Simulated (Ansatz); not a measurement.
# CsPbCl3: the cell at several levels of theory

One table from this session's results is given with a row withheld; the runs are named, their logs left out.

The runs shown are made with Ansatz 0.2.0. PAW datasets, plane waves, zero pressure. Calculated at 0 K for a non-magnetic cell.

**The cell**

It is orthorhombic, Amm2 (No. 38); a = 5.764 Å, b = 11.118 Å, c = 11.134 Å in the conventional setting, 35.68 Å³ an atom. Cs has 8 Cl at 3.58–3.96 Å; Cs has 8 Cl at 3.58–3.94 Å; Pb has 6 Cl at 2.85–2.88 Å; Cl has 2 Pb at 2.85–2.87 Å and 2 Cs at 3.58 Å; Cl has 2 Pb at 2.88 Å and 4 Cs at 3.91–3.96 Å.

The structure in full:

```cif
data_structure
_symmetry_space_group_name_H-M 'P 1'
_symmetry_Int_Tables_number 1
_cell_length_a 5.7636
_cell_length_b 7.8675
_cell_length_c 7.8675
_cell_angle_alpha 89.917
_cell_angle_beta 90.000
_cell_angle_gamma 90.000
_cell_volume 356.75
loop_
_atom_site_label
_atom_site_type_symbol
_atom_site_fract_x
_atom_site_fract_y
_atom_site_fract_z
_atom_site_occupancy
Cs1 Cs 0.50000 0.99499 0.99499 1
Cs2 Cs 0.50000 0.48979 0.48979 1
Pb1 Pb 0.00000 0.49343 0.99215 1
Pb2 Pb 0.00000 0.99215 0.49343 1
Cl1 Cl 0.00000 0.68459 0.30189 1
Cl2 Cl 0.50000 0.98961 0.49171 1
Cl3 Cl 0.50000 0.49171 0.98961 1
Cl4 Cl 0.00000 0.80461 0.80461 1
Cl5 Cl 0.00000 0.18523 0.18523 1
Cl6 Cl 0.00000 0.30189 0.68459 1
```

The first run:

input.yaml reads:

```yaml
crystal:
  lattice:
    - [5.76356648, 0.0, 0.0]
    - [0.0, 5.5591321595, 5.5671969669]
    - [0.0, -5.5591321595, 5.5671969669]
  atoms:
    - { symbol: Cs, position: [0.5, 0.99498888, 0.99498888] }
    - { symbol: Cs, position: [0.5, 0.4897937, 0.4897937] }
    - { symbol: Pb, position: [0.0, 0.49343078, 0.99215007] }
    - { symbol: Pb, position: [0.0, 0.99215007, 0.49343078] }
    - { symbol: Cl, position: [0.0, 0.6845871, 0.30188506] }
    - { symbol: Cl, position: [0.5, 0.98960809, 0.4917134] }
    - { symbol: Cl, position: [0.5, 0.4917134, 0.98960809] }
    - { symbol: Cl, position: [0.0, 0.80460917, 0.80460917] }
    - { symbol: Cl, position: [0.0, 0.18523076, 0.18523076] }
    - { symbol: Cl, position: [0.0, 0.30188506, 0.6845871] }
kpoints:
  mp_grid: { grid: [4, 4, 4] }
hamiltonian:
  xc: pbe
scf:
  occupations: { method: fermi_dirac, width: 0.02 }
relax:
  f_tol: 0.005
  cell: {}
```

On the command line:

```bash
ansatz run input.yaml --threads 2 --pin off --max-ram 20275MiB --backend cpu --events-out ev --progress --plain --runs-dir out
```

Steps of the session up to this table: Relaxation with PBE; Relaxing with r2SCAN; Relaxing with PBEsol; Relaxing with LDA.

One table of the session follows, with a row left open; its other results are not shown here.

It belongs to the step «The cells side by side». 

| level | a (Å) | b (Å) | c (Å) | volume (Å³/atom) |
| --- | --- | --- | --- | --- |
| PBE | 5.808 | 11.262 | 11.262 | 36.831 |
| r2SCAN | ? | ? | ? | ? |
| PBEsol | 5.701 | 10.992 | 10.998 | 34.458 |
| LDA | 5.625 | 10.735 | 10.775 | 32.531 |

**Question.** Estimate the row for r2SCAN.

**Answer.** a (Å): 5.760; b (Å): 11.126; c (Å): 11.126; volume (Å³/atom): 35.646. In the column «a (Å)» it lies between PBEsol (5.701) and PBE (5.808).

What this shows: From the start to the first minimum the volume moved by +3.2 %. The volume runs from LDA (least) to PBE (most), a spread of 13.2 %, or 4.2 % in length if all axes shared it alike.
